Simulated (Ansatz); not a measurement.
**Where O_i (4-fold void) puts its levels in the gap of In2O3 (R-3c)**

Charge states of O_i (4-fold void) in In2O3 (R-3c), set against the band edges. Model: a cell of 80 host atoms with 1 O put in.

Program: Ansatz 0.2.0. Level of theory: place-levels on r2SCAN runs: charge-transition levels and formation energies with image-charge correction and potential alignment at the atomic sites; PAW set soft_1. Results are calculated unless marked as measured.

**What experiment says.**

“Fabrication and performance enhancement of an In2O3/BiVO4 heterojunction for N-butanol gas sensing applications” (2024, pmc:11650617) reports for In2O3, rhombohedral (corundum-type), from the matched diffraction card and hexagonal indexing, by UV-visible absorption, Tauc-type extrapolation (hydrothermally grown microspheres, annealed at 400 C): band gap (optical gap from linear extrapolation of the absorption edge) 3.08 eV [Tauc-type extrapolation of powder absorption edge; transition type (direct or indirect) …].

Report form: the programs' logs are mostly left out.

## Step 1: Starting point

The cell holds 81 atoms: 32 In and 49 O. Cell: a = 11.607 Å, b = 11.607 Å, c = 11.607 Å, α = 56.7°, β = 56.7°, γ = 56.7°. It derives from In2O3 (space group R-3c). Nearest the centre at fractional (0.233, 0.310, 0.176): O81 at 0.00 Å, O9 at 1.93 Å, O5 at 1.93 Å, O6 at 1.93 Å, In3 at 1.93 Å, In1 at 2.49 Å, In24 at 2.53 Å, In12 at 2.69 Å.

Screening for the image-charge correction: ε∞ = (5.22, 5.22, 4.98), ε0 = (12.14, 12.14, 15.15), computed on the host (DFPT, PBEsol, on the r2SCAN cell), and a cell off the functional's own equilibrium shifts the ionic part.

The cell's shortest repeat is 11.0 Å.

## Step 2: Charge states

A transition level is the Fermi level at which two charge states cost the same, so each charge needs its own total energy, at its own relaxed structure.

Each atom starts 0.05 Å or so off its site in a random direction. Forces are taken at one point at (¼, ¼, ¼). The cell holds 2 electrons more than the neutral one, with a uniform background that keeps it neutral on the whole.

The sampling was tested on the host first: at the k-points planned (1x1x1 shifted 0.25 0.25 0.25) its energy lies 0.006 eV an atom from the dense-mesh value, under the bound of 0.02 eV set for this test; that bounds the host's error, not the defect's.

One state's input; the others differ in charge, spin, start and seed, and in occupations where the table says so.

qm2.relax/input.yaml reads:

```yaml
crystal:
  lattice:
    - [5.50869548, 3.18044685, 9.70899349]
    - [-5.50869548, 3.18044685, 9.70899349]
    - [0.0, -6.36089361, 9.70899352]
  atoms:
    - { symbol: In, position: [0.32146711, 0.32146711, 0.32146711] }
    - { symbol: In, position: [0.42853289, 0.42853289, 0.42853289] }
    - { symbol: In, position: [0.17853289, 0.17853289, 0.17853289] }
[... 1 atom line left out ...]
    - { symbol: O, position: [0.02329444, 0.375, 0.22670556] }
    - { symbol: O, position: [0.375, 0.22670556, 0.02329444] }
    - { symbol: O, position: [0.22670556, 0.02329444, 0.375] }
    - { symbol: O, position: [0.47670556, 0.125, 0.27329444] }
    - { symbol: O, position: [0.27329444, 0.47670556, 0.125] }
    - { symbol: O, position: [0.125, 0.27329444, 0.47670556] }
    - { symbol: In, position: [0.32146711, 0.32146711, 0.82146711] }
    - { symbol: In, position: [0.42853289, 0.42853289, 0.92853289] }
[... 1 atom line left out ...]
    - { symbol: In, position: [0.07146711, 0.07146711, 0.57146711] }
[... 5 atom lines left out ...]
    - { symbol: O, position: [0.125, 0.27329444, 0.97670556] }
[... 1 atom line left out ...]
    - { symbol: In, position: [0.42853289, 0.92853289, 0.42853289] }
[... 1 atom line left out ...]
    - { symbol: In, position: [0.07146711, 0.57146711, 0.07146711] }
[... 12 atom lines left out ...]
    - { symbol: O, position: [0.22670556, 0.52329444, 0.875] }
[... 4 atom lines left out ...]
    - { symbol: In, position: [0.92853289, 0.42853289, 0.42853289] }
[... 1 atom line left out ...]
    - { symbol: In, position: [0.57146711, 0.07146711, 0.07146711] }
[... 15 atom lines left out ...]
    - { symbol: O, position: [0.625, 0.27329444, 0.97670556] }
[... 7 atom lines left out ...]
    - { symbol: O, position: [0.97670556, 0.625, 0.27329444] }
[... 12 atom lines left out ...]
    - { symbol: O, position: [0.232823, 0.310221, 0.176441] }
  host:
    repeats: [2, 2, 2]
    atoms:
      - { symbol: In, position: [0.64293421, 0.64293421, 0.64293421] }
      - { symbol: In, position: [0.85706579, 0.85706579, 0.85706579] }
      # ... 8 more atoms of the perfect host
total_charge: -2
basis:
  ecutwfc: 500
  xc_grid: 2
hamiltonian:
  xc: r2scan
  pseudopotentials: { kind: paw, azcp: { folder: soft_1 } }
kpoints:
  mp_grid: { grid: [1, 1, 1], shift: [0.25, 0.25, 0.25] }
scf:
  occupations: { method: fixed }
  max_iter: 100
output:
  forces: true
  charged_corrections:
    epsilon: [5.22, 5.22, 4.98]
    static_epsilon: [12.14, 12.14, 15.15]
    defect_position: [0.232823, 0.310221, 0.176441]
relax:
  f_tol: 0.02
  max_steps: 80
  random_displacement: { amplitude: 0.05, seed: 6131 }
checkpoint:
  write: "../qm2.relax.run"
  compress: false
  write_wavefunctions: true
  write_every: 100000
```

The run is started by

```sh
$ ansatz run input.yaml --threads 10 --pin off --max-ram 37683MiB --backend cuda --events-out ev --progress --plain --runs-dir out
```

Defect states can disperse in a cell of this size, so the energy is taken again at a 2×2×2 shifted mesh, on the relaxed structure.

The run of this state that the levels use, under r2SCAN:

qm2.point/input.yaml reads:

```yaml
crystal:
  checkpoint: "../qm2.relax.run"
  host: checkpoint
total_charge: -2
basis:
  ecutwfc: 500
  xc_grid: 2
hamiltonian:
  xc: r2scan
  pseudopotentials: { kind: paw, azcp: { folder: soft_1 } }
kpoints:
  mp_grid: { grid: [2, 2, 2], shift: [0.5, 0.5, 0.5] }
scf:
  occupations: { method: fermi_dirac, width: 0.01 }
  max_iter: 100
output:
  forces: true
  eigenvalues: true
  charged_corrections:
    epsilon: [5.22, 5.22, 4.98]
    static_epsilon: [12.14, 12.14, 15.15]
    defect_position: [0.232823, 0.310221, 0.176441]
  eigenstates: { localisation: true }
  populations: true
checkpoint:
  read: "../qm2.relax.run"
  write: "../qm2.point.run"
  compress: false
  write_wavefunctions: false
  write_every: 100000
```

Relaxations under r2SCAN at one point at (¼, ¼, ¼); times on 1 × NVIDIA H100 80GB HBM3 with 10 threads of AMD EPYC 7R13 (Zen 3), shared host:

```tsv
charge	moment (μB)	occupations	outcome	steps	largest displacement against the far atoms (Å)	time
−2	0	fixed	converged	15	1.31	20 s
−2	2	fixed	converged	19	1.10	33 s
−1	1	fixed	converged	15	1.10	29 s
0	0	fixed	converged	12	1.39	16 s
0	2	fixed	converged	11	0.65	23 s
+1	1	fixed	converged	12	1.24	27 s
```

Single points under r2SCAN at a 2×2×2 shifted mesh; times on 1 × NVIDIA H100 80GB HBM3 with 10 threads of AMD EPYC 7R13 (Zen 3), shared host:

```tsv
charge	moment (μB)	occupations	outcome	time
−2	0	fermi-dirac	converged	7.8 s
−2	2	fermi-dirac	converged	18 s
−1	1	fermi-dirac	converged	17 s
0	0	fermi-dirac	converged	7.6 s
0	2	fermi-dirac	converged	19 s
+1	1	fermi-dirac	converged	18 s
```

Distances (Å) from O81 to the nearest atoms after relaxation with r2SCAN:

```tsv
charge	moment (μB)	1.	2.	3.	4.	5.	6.
−2	0	In 2.16	In 2.17	In 2.22	In 2.26	O 2.47	O 2.49
−2	2	O 2.13	In 2.15	In 2.16	In 2.29	O 2.45	In 2.61
−1	1	O 2.13	In 2.15	In 2.16	In 2.29	O 2.45	In 2.61
0	0	O 1.51	In 2.14	In 2.21	In 2.49	O 2.54	O 2.78
0	2	O 2.10	O 2.26	In 2.28	In 2.28	O 2.31	In 2.37
+1	1	O 1.37	In 2.20	In 2.37	O 2.58	In 2.59	O 2.77
```

## Step 3: place-levels, r2SCAN

A charged cell interacts with its images and the background, and its potential has another zero than the host's. place-levels removes the first by a point-charge model, screened by the static dielectric constant since the ions have relaxed around the charge, and the second by comparing potentials at atoms far from the defect.

The host is a run of the defect-free crystal in the same cutoffs, grids and k-points, so that basis and sampling errors cancel in part in the differences. The host is run in a cell of 10 atoms on a matching mesh. Its band edges are searched through the zone by a band path, so the gap is smaller than, or equal to, that on the mesh. Chemical potentials are energies per atom of O (O2 molecule), run with the same functional and cutoff.

levels.point.yaml reads:

```yaml
host:
  run: host.point.run
states: [qm2.point.run, qm2_M2.point.run, qm1_M1.point.run, q0.point.run, q0_M2.point.run, qp1_M1.point.run]
geometry_from:
  qm2.point.run: qm2.relax.run
  qm2_M2.point.run: qm2_M2.relax.run
  qm1_M1.point.run: qm1_M1.relax.run
  q0.point.run: q0.relax.run
  q0_M2.point.run: q0_M2.relax.run
  qp1_M1.point.run: qp1_M1.relax.run
  host.point.run: host.relax.run
chemical_potentials:
  O:
    energy: -565.989614
    dataset: <sha256 of the dataset>
epsilon: [5.22, 5.22, 4.98]
static_epsilon: [12.14, 12.14, 15.15]
vertical:
  - { from: qm2.point.run, to: qm2.point_neutral.run }
  - { from: qm2_M2.point.run, to: qm2_M2.point_neutral.run }
  - { from: qm1_M1.point.run, to: qm1_M1.point_neutral.run }
  - { from: qp1_M1.point.run, to: qp1_M1.point_neutral.run }
```

The run is started by

```sh
$ ansatz place-levels levels.point.yaml -- --threads 10 --pin off --max-ram 37683MiB
```

The job ended after 0.55 s (10 threads of AMD EPYC 7R13 (Zen 3), shared host).

Under r2SCAN the gap is 1.80 eV, (+1/0) 0.40, (0/−1) 2.30 (outside the gap), (−1/−2) 1.87 (outside the gap) eV.

Levels between the charges placed, in eV above the valence top:

```tsv
	gap (eV)	(+1/0)	(0/−1)	(−1/−2)
r2SCAN	1.80	0.40	2.30	1.87
```

Corrections by state:

```tsv
charge	moment (μB)	image terms and alignment (eV)	band filling (eV)	ε used	over the lowest of its charge, as the program ranks them, band filling apart (eV)
+1	1.0	0.248	-	principal values (12.14, 12.14, 15.15)	0.000
0	0.0	0.000	-	-	0.000
−1	1.0	0.032	-	principal values (12.14, 12.14, 15.15)	0.000
−2	0.0	0.294	-	principal values (12.14, 12.14, 15.15)	0.000
0	2.0	0.000	-	-	1.328
−2	2.0	0.250	-	principal values (12.14, 12.14, 15.15)	1.468
```

The charged structures listed were also run neutral, and place-levels reads from each pair, by the potential or the spins, how wide the charge is by which they differ; that can be the carrier of either run.

```tsv
charge	rms radius (Å)	spread where it is widest against the cell (Å)	wide from (Å)	reading
+1	0.7	0.49	1.57	narrow
−1	2.3	1.50	1.57	narrow
−2	3.4	2.08	1.57	wide
```

The neutral runs of these pairs need not share the spin of the lowest neutral state, and very wide values only mean spread over the cell.

From the program's caveats on the states, each cut to its opening words:

- charge +1 (1 μB), −1 (1 μB): its displacements don't fall off away from the defect: farther atoms stand 0.026 Å off the host's places
- charge +1 (1 μB), −1 (1 μB), 0 (2 μB), −2 (2 μB): flagged: stability check not made
- charge 0, 0 (2 μB): its displacements don't fall off away from the defect: farther atoms stand 0.017 Å off the host's places
- charge −1 (1 μB): its alignment with the host at atomic sites is doubtful: the mean over the far sites moves by -0.0530 eV from their farther parts to their nearer, more than [...]
- charge −1 (1 μB): the far atoms show a dipole or second moment of the defect's charge, for which the correction takes or leaves out 0.141 eV: further moments aren't read, and [...]
- charge −2: it parts from the run at its places by a charge that spreads by about 2.1 Å along one vector (1.6 Å or more is wide), by its potential at epsilon [5.22, 5.22, [...]
- charge −2: its alignment with the host at atomic sites is doubtful: the mean over the far sites moves by -0.0575 eV from their farther parts to their nearer, more than [...]
- charge −2: its displacements don't fall off away from the defect: farther atoms stand 0.048 Å off the host's places
- charge 0 (2 μB): the far atoms show a dipole or second moment of the defect's charge, for which the correction takes or leaves out 0.06 eV: further moments aren't read, and the [...]
- charge −2 (2 μB): it parts from the run at its places by a charge that spreads by about 1.9 Å along one vector (1.6 Å or more is wide), by the spins about the atoms, where the [...]
- charge −2 (2 μB): its alignment with the host at atomic sites is doubtful: the mean over the far sites moves by -0.0569 eV from their farther parts to their nearer, more than [...]
- charge −2 (2 μB): the far atoms show a dipole or second moment of the defect's charge, for which the correction takes or leaves out 0.131 eV: further moments aren't read, and [...]
- charge −2 (2 μB): its displacements don't fall off away from the defect: farther atoms stand 0.025 Å off the host's places
- charge −2 (2 μB): its moments are held at its close (magnetization.spin_locking), by a field of 0.508 eV a Bohr magneton, and its energy and levels are of the state that this [...]

Chemical potentials of the elements' reference phases, run alike. Formation energies (elemental references), with the Fermi level at the valence top and at the conduction bottom (gap 1.80 eV):

```tsv
charge	at valence top (eV)	at conduction bottom (eV)	correction included (eV)
+1	1.43	3.23	0.25
0	1.83	1.83	0.00
−1	4.13	2.33	0.03
−2	6.00	2.40	0.29
```

```
Fermi level (eV)  lowest formation energy (eV)
            0.00                          1.43
            0.16                          1.60
            0.33                          1.76
            0.49                          1.83
            0.65                          1.83
            0.82                          1.83
            0.98                          1.83
            1.15                          1.83
            1.31                          1.83
            1.47                          1.83
            1.64                          1.83
            1.80                          1.83
```

## Step 4: Effect of the sampling

The relaxations' own energies give the levels at their sampling, for comparison.

levels.relax_mesh.yaml reads:

```yaml
host:
  run: host.relax.run
states: [qm2.relax.run, qm2_M2.relax.run, qm1_M1.relax.run, q0.relax.run, q0_M2.relax.run, qp1_M1.relax.run]
chemical_potentials:
  O:
    energy: -565.989614
    dataset: <sha256 of the dataset>
```

The run is started by

```sh
$ ansatz place-levels levels.relax_mesh.yaml -- --threads 10 --pin off --max-ram 37683MiB
```

Elapsed: 0.17 s, on 10 threads.

Levels between neighbouring charges, in eV above the valence top:

```tsv
	gap (eV)	(+1/0)	(0/−1)	(−1/−2)
one point at (¼, ¼, ¼)	1.80	0.39	2.29	1.84
a 2×2×2 shifted mesh	1.80	0.40	2.30	1.87
```

Going from one point at (¼, ¼, ¼) to a 2×2×2 shifted mesh moves the levels that carry no band-filling term by up to 0.03 eV and formation energies against the elements by up to 0.06 eV.

## Step 5: place-levels, PBEsol

PBEsol on the same structure is run to see how far the result rests on the functional, though not on the errors that semilocal functionals share; the sampling changes too, to one point at (¼, ¼, ¼), so differences hold both changes.

qm2.pbesol/input.yaml reads:

```yaml
crystal:
  checkpoint: "../qm2.relax.run"
  host: checkpoint
total_charge: -2
basis:
  ecutwfc: 420
  xc_grid: 2
hamiltonian:
  xc: pbesol
  pseudopotentials: { kind: paw, azcp: { folder: soft_1 }, xc_functional: pbe }
kpoints:
  mp_grid: { grid: [1, 1, 1], shift: [0.25, 0.25, 0.25] }
scf:
  occupations: { method: fermi_dirac, width: 0.01 }
  max_iter: 100
output:
  forces: true
  eigenvalues: true
  charged_corrections:
    epsilon: [5.22, 5.22, 4.98]
    static_epsilon: [12.14, 12.14, 15.15]
    defect_position: [0.232823, 0.310221, 0.176441]
  eigenstates: { localisation: true }
  populations: true
checkpoint:
  write: "../qm2.pbesol.run"
  compress: false
  write_wavefunctions: false
  write_every: 100000
```

Elapsed: 4.4 s, on 1 × NVIDIA H100 80GB HBM3 with 10 threads; peak memory 1.4 GiB; 8.9 s of CPU time.

levels.pbesol.yaml reads:

```yaml
host:
  run: host.pbesol.run
states: [qm2.pbesol.run, qm2_M2.pbesol.run, qm1_M1.pbesol.run, q0.pbesol.run, q0_M2.pbesol.run, qp1_M1.pbesol.run]
geometry_from:
  qm2.pbesol.run: qm2.relax.run
  qm2_M2.pbesol.run: qm2_M2.relax.run
  qm1_M1.pbesol.run: qm1_M1.relax.run
  q0.pbesol.run: q0.relax.run
  q0_M2.pbesol.run: q0_M2.relax.run
  qp1_M1.pbesol.run: qp1_M1.relax.run
  host.pbesol.run: host.relax.run
chemical_potentials:
  O:
    energy: -558.291301
    dataset: <sha256 of the dataset>
```

The run is started by

```sh
$ ansatz place-levels levels.pbesol.yaml -- --threads 10 --pin off --max-ram 37683MiB
```

Elapsed: 0.33 s, on 10 threads.

Under PBEsol the gap is 1.11 eV, (+1/0) 0.31, (0/−1) 2.15 (outside the gap), (−1/−2) 1.49 (outside the gap) (with band filling) eV.

## Step 6: The ladder

Levels between neighbouring charges, in eV above each run's own valence top:

```tsv
	gap (eV)	(+1/0)	(0/−1)	(−1/−2)	GPU time a state at this stage (restarts are quicker than cold starts)
r2SCAN, 2×2×2 shifted mesh	1.80	0.40	2.30	1.87	14 s
PBEsol on r2SCAN structures, (¼, ¼, ¼)	1.11	0.31	2.15	1.49	6.8 s
```

## Step 7: Results

```
gap of the host                                                             : 1.80 eV (r2SCAN)
level (plus 1/0)                                                            : 0.40 eV above the valence top
level (0/minus 1)                                                           : 2.30 eV above the valence top, past the conduction bottom, not a change between lowest states
level (minus 1/minus 2)                                                     : 1.87 eV above the valence top, past the conduction bottom, not a change between lowest states
lowest of the charges placed, just above the valence top (0.02 eV)          : +1
lowest of the charges placed, just below the conduction bottom (0.02 eV)    : 0
lowest formation energy at mid-gap of the charges run, elemental references : 1.83 eV
```

What this shows: Of the charges placed (−2, −1, 0 and +1), the lowest changes at 0.40 eV (+1/0) above the valence top, in a gap of 1.80 eV. Charges above +1 were not placed, so these runs say nothing of levels that involve them. States placed: +1 at 1 μB; 0 at 0 μB and 2 μB; −1 at 1 μB; −2 at 0 μB and 2 μB. Other spin states or structures, where not listed, weren't placed. At charge −2, −1, 0 and +1 the atom put in ends up to 1.4 Å from its starting place, so the name tells the start alone and the levels can join different sites. Going from one point at (¼, ¼, ¼) to a 2×2×2 shifted mesh moves the levels that carry no band-filling term by up to 0.03 eV and formation energies against the elements by up to 0.06 eV. The program doubts the alignment of potentials for at least one state, a sign that the cell is small. Limits: r2SCAN makes the gap too small and tends to spread out bound carriers; where a gas molecule sets a chemical potential or the host's formation energy, its binding is uncorrected; spin–orbit coupling, which can matter with heavy atoms, is left out.

Calculation against experiment:

| quantity | measured | PBEsol | r2SCAN |
| --- | --- | --- | --- |
| band gap (least gap of the host; the measured gap is an optical one, which needn't be the least gap) (eV) | 3.08 | 1.11 (-1.97 eV) | 1.80 (-1.28 eV) |

Measured values from pmc:11650617 (2024).

How well it matches: For the band gap, of the levels listed nearest comes r2SCAN (-1.28 eV) and farthest PBEsol (-1.97 eV). Local and semilocal functionals usually give gaps below the measured ones. An optical gap can lie under the band gap by the exciton's binding. Spin-orbit coupling, left out here, can change the gap with such heavy elements. Zero-point and thermal motion shift the measured gap.

[Logs are printed without paths, hosts, clocks, repeated set-up lines and the standing remarks that a program may print on its own settings, such as how far it seeks lower states.]

[Hosts, paths, dates, database ids (printed as entryN), source tags and the programs' standing remarks are cut or masked in the printed files.]

[Where a table of states has a column of steps, it counts the stored structures, which are thinned; the runs took as many ionic steps or more.]

[A defect's name tells the site on which it was built; relaxed atoms can leave that site.]

[For some hosts the program warned that the k-mesh of the response run may be too coarse for force constants and the static dielectric constant; such warnings are not shown here.]
